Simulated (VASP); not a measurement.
# Sb (P6_3/mmc) in VASP: a series of runs

The runs below take Sb through relaxation of cell and atoms, with PBE.

Everything below comes from runs of VASP 6.6.1. Logs are shortened: lines on timing, memory, paths and dates and some standing lists are left out, and cuts for length are marked.

### 1 Starting point

The structure is hexagonal, space group P6_3/mmc (No. 194). The conventional cell has a = 3.330 Å, b = 3.330 Å, c = 5.230 Å, α = 90.00°, β = 90.00°, γ = 120.00°. Sb (site symmetry -6m2) has 12 Sb at 3.25 to 3.33 Å as nearest neighbours.

This isn't the form of Sb at room conditions, which is rhombohedral.

### 2 Relaxation of cell and atoms, PBE

File INCAR:

```
ALGO     = Normal         # electronic algorithm
EDIFF    = 1E-6           # SCF threshold, eV
EDIFFG   = -0.01          # ionic threshold
ENCUT    = 520            # plane-wave cutoff, eV
GGA      = PE             # functional
IBRION   = 2              # ionic algorithm
ISIF     = 3              # what is computed and relaxed
ISMEAR   = 0              # smearing method
LASPH    = True           # aspherical terms in the spheres
LCHARG   = False          # write CHGCAR
LREAL    = False          # projectors in reciprocal space
LWAVE    = False          # write WAVECAR
NELM     = 120            # most SCF steps
NSW      = 90             # ionic steps
PREC     = Accurate       # precision mode
SIGMA    = 0.1            # smearing width, eV
```

File KPOINTS:

```
k-points
0
Gamma
  15 15 9
```

File POSCAR:

```
Sb
1.0
    3.3300000000      0.0000000000      0.0000000000
   -1.6650000000      2.8838645900      0.0000000000
    0.0000000000      0.0000000000      5.2300000000
Sb
2
Direct
    0.3333333300      0.6666666700      0.2500000000
    0.6666666700      0.3333333300      0.7500000000
```

Potentials or basis: VASP PAW PBE potentials, release 64 (Sb).

Launch:

```
cat potpaw_PBE.64/Sb/POTCAR > POTCAR
mpirun -np 1 vasp_std > vasp.out
```

OUTCAR:

```text
EDIFF = 1E-6
   EDIFFG = -0.01
   ENCUT = 520
   GGA = PE
   IBRION = 2
   ISIF = 3
   ISMEAR = 0
   LASPH = True
   LREAL = False
   NELM = 120
   NSW = 90
   PREC = Accurate

 ion  position               nearest neighbor table
   1  0.333  0.667  0.250-   2 3.25   2 3.25   2 3.25   2 3.25   2 3.25   2 3.25
   2  0.667  0.333  0.750-   1 3.25   1 3.25   1 3.25   1 3.25   1 3.25   1 3.25

  LATTYP: Found a hexagonal cell.
 ALAT       =     3.3300000000
 C/A-ratio  =     1.5705705706

  Lattice vectors:

 A1 = (   3.3300000000,   0.0000000000,   0.0000000000)
 A2 = (  -1.6650000000,   2.8838645900,   0.0000000000)
 A3 = (   0.0000000000,   0.0000000000,   5.2300000000)

Analysis of symmetry for initial positions (statically):
=====================================================================
 Subroutine PRICEL returns:
 Original cell was already a primitive cell.

 Routine SETGRP: Setting up the symmetry group for a
 hexagonal supercell.

 Subroutine GETGRP returns: Found 24 space group operations
 (whereof 12 operations were pure point group operations)
 out of a pool of 24 trial point group operations.

The static configuration has the point symmetry D_3d.
 The point group associated with its full space group is D_6h.

Analysis of symmetry for dynamics (positions and initial velocities):
=====================================================================
 Subroutine PRICEL returns:
 Original cell was already a primitive cell.

 Routine SETGRP: Setting up the symmetry group for a
 hexagonal supercell.

 Subroutine GETGRP returns: Found 24 space group operations
 (whereof 12 operations were pure point group operations)
 out of a pool of 24 trial point group operations.

The dynamic configuration has the point symmetry D_3d.
 The point group associated with its full space group is D_6h.

 Subroutine INISYM returns: Found 24 space group operations
 (whereof 12 operations are pure point group operations),
 and found     1 'primitive' translations

----------------------------------------------------------------------------------------

                                     Primitive cell

  volume of cell :      50.2251

  direct lattice vectors                    reciprocal lattice vectors
     3.330000000  0.000000000  0.000000000     0.300300300  0.173378459  0.000000000
    -1.665000000  2.883864590  0.000000000     0.000000000  0.346756919  0.000000000
     0.000000000  0.000000000  5.230000000     0.000000000  0.000000000  0.191204589

  length of vectors
     3.330000000  3.329999996  5.230000000     0.346756919  0.346756919  0.191204589
[... 94 lines left out ...]
   EMIN   =  10.00;   EMAX   =-10.00  energy-range for DOS
   EFERMI =   0.00;   METHOD = LEGACY
   ISMEAR =     0;   SIGMA  =   0.10  broadening in eV -4-tet -1-fermi 0-gaus
   EFERMI_NEDOS =   21; number of points for ismear=-14 and -15
   IALGO  =     38    algorithm
   IMIX   =      4    mixing-type and parameters
     AMIX     =   0.40;   BMIX     =  1.00
     AMIX_MAG =   1.60;   BMIX_MAG =  1.00
  volume/ion in A,a.u.               =      25.11       169.47
  Fermi-wavevector in a.u.,A,eV,Ry     =   0.955949  1.806481 12.433519  0.913838
  Thomas-Fermi vector in A             =   2.084833
   LORBIT       =      0    0 simple, 1 ext, 2 COOP (PROOUT), +10 PAW based schemes
   GGA     = PE    functional components
   LHFCALC =     F    Hartree Fock is set to
   AEXX    =    0.0000 exact exchange contribution
   IVDW    =     0    specifies the selected vdW correction
   LEPSILON=     F    determine dielectric tensor
   LRPA    =     F    only Hartree local field effects (RPA)
 conjugate gradient relaxation of ions
 non-spin polarized calculation
 Gauss-broadening in eV      SIGMA  =   0.10
  energy-cutoff  :      520.00
  volume of cell :       50.23
 maximum number of plane-waves:      1387
 NGX is ok and might be reduce to    28
   NGX = 13   NGY = 13   NGZ = 19

--------------------------------------- Ionic step        1  -------------------------------------------

 number of electron      10.0000000 magnetization

 Free energy of the ion-electron system (eV)
  ---------------------------------------------------
  ext. energy  EPLUGINS =         0.00000000
  ---------------------------------------------------
  free energy    TOTEN  =        -7.64236016 eV

  energy without entropy =       -7.63470160  energy(sigma->0) =       -7.63853088

------------------------ aborting loop because EDIFF is reached ----------------------------------------

  FORCE on cell =-STRESS in cart. coord.  units (eV):
  Direction    XX          YY          ZZ          XY          YZ          ZX
  --------------------------------------------------------------------------------------
  -------------------------------------------------------------------------------------
  Total        1.8895723      1.8895723      2.0328969     -0.0000000     -0.0000000      0.0000000
  in kB       60.2772321     60.2772319     64.8492782     -0.0000000     -0.0000000      0.0000000
  external PRESSURE =      61.8012474 kB  Pullay stress =       0.0000000 kB
[... 23 lines left out ...]
--------------------------------------- Ionic step        2  -------------------------------------------

 number of electron       9.9999999 magnetization

 E-fermi :   7.6927     XC(G=0):  -9.9395

 val. band max:        7.6707927247   @ k =   0.2667   0.1333   0.3333
 cond. band min:       7.6932972429   @ k =   0.1333   0.1333   0.2222
 fundamental gap:      0.0225045182
 Fermi energy:         7.6927158551

 k-point     1 :       0.0000    0.0000    0.0000
  band No.  band energies     occupation
      1      -4.7512      2.00000
      2      -1.0476      2.00000
      3       2.3299      2.00000
      4      10.5744      0.00000
      5      10.5744      0.00000
      6      12.1851      0.00000
      7      12.1851      0.00000
      8      13.0106      0.00000
      9      14.6235      0.00000
[... 311 lines left out ...]
--------------------------------------- Ionic step        3  -------------------------------------------

 number of electron      10.0000000 magnetization

 Free energy of the ion-electron system (eV)
  ---------------------------------------------------
  ext. energy  EPLUGINS =         0.00000000
  ---------------------------------------------------
  free energy    TOTEN  =        -7.72237044 eV

  energy without entropy =       -7.71554801  energy(sigma->0) =       -7.71895923

 E-fermi :   8.3429     XC(G=0): -10.1631

 val. band max:        8.3261073148   @ k =   0.1333   0.1333   0.3333
 cond. band min:       8.3431344336   @ k =   0.2667   0.2667   0.1111
 fundamental gap:      0.0170271188
 Fermi energy:         8.3428607906

 k-point     1 :       0.0000    0.0000    0.0000
  band No.  band energies     occupation
      1      -4.4865      2.00000
      2      -0.4682      2.00000
      3       2.6682      2.00000
      4      11.4218      0.00000
      5      11.4218      0.00000
      6      13.1489      0.00000
      7      13.1489      0.00000
      8      14.0969      0.00000
      9      15.4796      0.00000
[... 305 lines left out ...]
  FREE ENERGIE OF THE ION-ELECTRON SYSTEM (eV)
  ---------------------------------------------------
  free  energy   TOTEN  =        -7.7223704445 eV

  energy  without entropy=       -7.7155480073  energy(sigma->0) =       -7.71895923

 reached required accuracy - stopping structural energy minimisation
```

OSZICAR:

```text
N       E                     dE             d eps       ncg     rms          rms(c)
DAV:   1     0.393858656423E+02    0.39386E+02   -0.38038E+03  2430   0.894E+02
DAV:   2    -0.605023242987E+01   -0.45436E+02   -0.44397E+02  3336   0.128E+02
DAV:   3    -0.763647913618E+01   -0.15862E+01   -0.15452E+01  3068   0.296E+01
[... 24 lines left out ...]
DAV:   5    -0.772236521807E+01    0.58779E-04   -0.23531E-05  2511   0.367E-02    0.887E-02
DAV:   6    -0.772236672965E+01   -0.15116E-05   -0.36445E-06  2481   0.127E-02    0.322E-02
DAV:   7    -0.772236857924E+01   -0.18496E-05   -0.70804E-08  1294   0.259E-03    0.154E-02
DAV:   8    -0.772237018857E+01   -0.16093E-05   -0.65529E-08  1252   0.235E-03    0.907E-04
DAV:   9    -0.772237044453E+01   -0.25596E-06   -0.10374E-08  1247   0.108E-03
   3 F= -.77223704E+01 E0= -.77189592E+01  d E =-.800103E-01
```

Wall time 1.9 min (1 thread of Intel Xeon Platinum 8488C (Sapphire Rapids), shared host); peak memory 0.22 GiB.

What came out:

| Quantity | Value |
| --- | --- |
| Free energy | -7.7224 eV |
| Relaxed volume | 27.35 Å³/atom |
| Relaxed cell | a = 3.424 Å, b = 3.424 Å, c = 5.388 Å, α = 90.00°, β = 90.00°, γ = 120.00° |
| Space group after relaxing (to 0.05 Å) | P6_3/mmc (No. 194) |
| Energy gained by relaxing | 40.0 meV/atom |
| Ionic steps | 3 |
| Pressure after relaxing | 0.0 GPa |
| Band gap on the k mesh | none (metal or under the smearing width) |

The path:
| step | energy change (eV) | largest force (eV/Å) | pressure (GPa) | volume (Å³) |
| --- | --- | --- | --- | --- |
| 1 | 0.0000 | 0.0000 | 6.18 | 50.23 |
| 2 | -0.0535 | 0.0000 | -2.76 | 57.60 |
| 3 | -0.0800 | 0.0000 | -0.01 | 54.70 |

Final structure:
```cif
data_structure
_symmetry_space_group_name_H-M 'P 1'
_symmetry_Int_Tables_number 1
_cell_length_a 3.4237
_cell_length_b 3.4237
_cell_length_c 5.3883
_cell_angle_alpha 90.000
_cell_angle_beta 90.000
_cell_angle_gamma 120.000
_cell_volume 54.70
loop_
_atom_site_label
_atom_site_type_symbol
_atom_site_fract_x
_atom_site_fract_y
_atom_site_fract_z
_atom_site_occupancy
Sb1 Sb 0.33333 0.66667 0.25000 1
Sb2 Sb 0.66667 0.33333 0.75000 1
```

### 3 Relaxation of cell and atoms, PBE

This run uses another cell than the first one, of 27.35 Å³/atom, 1.089 times its volume.

Edit INCAR of step 2 so:

```diff
@@ -1,4 +1,4 @@
 ALGO     = Normal         # electronic algorithm
-EDIFF    = 1E-6           # SCF threshold, eV
-EDIFFG   = -0.01          # ionic threshold
+EDIFF    = 1E-7           # SCF threshold, eV
+EDIFFG   = -0.005         # ionic threshold
 ENCUT    = 520            # plane-wave cutoff, eV
@@ -13,3 +13,4 @@
 NELM     = 120            # most SCF steps
-NSW      = 90             # ionic steps
+NSW      = 60             # ionic steps
+POTIM    = 0.3            # step
 PREC     = Accurate       # precision mode
```

KPOINTS is that of step 2.

File POSCAR:

```
Sb                                      
1.0
    3.4236760169      0.0000000000      0.0000000000
   -1.7118380084      2.9649904000      0.0000000000
    0.0000000000     -0.0000000000      5.3882842550
  Sb            
     2
Direct
     0.3333333300000021    0.6666666699999979    0.2500000000000000
     0.6666666699999979    0.3333333300000021    0.7500000000000000
```

Potentials or basis: VASP PAW PBE potentials, release 64 (Sb).

Launch:

```
cat potpaw_PBE.64/Sb/POTCAR > POTCAR
mpirun -np 1 vasp_std > vasp.out
```

Wall time 50 s (1 thread of Intel Xeon Platinum 8488C (Sapphire Rapids), shared host); peak memory 0.21 GiB.

Results (log left out):

| Property | Result |
| --- | --- |
| Free energy | -7.7225 eV |
| Pressure after relaxing | 0.0 GPa |
| Band gap on the k mesh | none (metal or under the smearing width) |

Final structure:
```cif
data_structure
_symmetry_space_group_name_H-M 'P 1'
_symmetry_Int_Tables_number 1
_cell_length_a 3.4237
_cell_length_b 3.4237
_cell_length_c 5.3883
_cell_angle_alpha 90.000
_cell_angle_beta 90.000
_cell_angle_gamma 120.000
_cell_volume 54.70
loop_
_atom_site_label
_atom_site_type_symbol
_atom_site_fract_x
_atom_site_fract_y
_atom_site_fract_z
_atom_site_occupancy
Sb1 Sb 0.33333 0.66667 0.25000 1
Sb2 Sb 0.66667 0.33333 0.75000 1
```

Levels at points of the mesh, in eV from the Fermi level:
| k point | band 1 | band 2 | band 3 | band 4 | band 5 | band 6 | band 7 | band 8 | band 9 |
| --- | --- | --- | --- | --- | --- | --- | --- | --- | --- |
| (0.00, 0.00, 0.00) | -12.83 | -8.81 | -5.67 | 3.08 | 3.08 | 4.81 | 4.81 | 5.75 | 7.14 |

Caveat: the relaxation stopped at its first step, so nothing moved.
